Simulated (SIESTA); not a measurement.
**Cu under changes of volume**

One of the cells (11.994 Å³/atom); the others are scaled copies at fixed shape and fractional positions:

```
Cu
1.0
     1.21846   -3.97638    0.00000
     1.21846    3.97638    0.00000
     0.00000    0.00000    2.47550
Cu
2
Direct
  0.86613 0.13387 0.75000
  0.13387 0.86613 0.25000
```

This isn't the form of Cu at room conditions, which is fcc.

* Program: SIESTA 5.4.2
* Functional: LDA
* Potentials or basis: PseudoDojo 0.4 standard (LDA files)
* Basis: DZP (energy shift 0.003 Ry; two zetas on semicore shells)
* Grid cutoff: 800 Ry
* Energy shift: 0.003 Ry
* k mesh: 11 × 11 × 11
* Occupations: fermi-dirac, width 0.05 eV
* Spin: no spin polarisation

```tsv
volume (Å³/atom)	energy over the lowest point (meV/atom)	pressure (GPa)	largest force (eV/Å)
11.274	0.21	2.1	0.043
11.514	0.00	-1.7	0.006
11.754	5.24	-5.2	0.026
11.994	?	?	?
12.234	29.60	-10.7	0.077
12.474	47.52	-13.1	0.100
12.714	68.74	-15.2	0.122
```

What does the run at 11.994 Å³/atom give?

Energy over the lowest point 15.36 meV/atom; pressure -8.2 GPa; largest force 0.052 eV/Å.

Worked out: A Birch-Murnaghan fit of order 3 (a polynomial in V^(-2/3)) to the other rows has its minimum at 11.40 Å³/atom with B0 = V·E''(V) = 184 GPa and B' = 5.2 at fixed shape and positions, which overstates the stiffness. It gives 15.31 meV/atom at 11.994 Å³/atom, against the run's 15.36, and -dE/dV = -8.2 GPa, against -8.2.

Energies are extrapolated to zero smearing.

Caveats: short orbitals over semicore shells can move pressures by several GPa; the basis of atomic orbitals isn't converged, which shifts pressures, moduli and gaps.
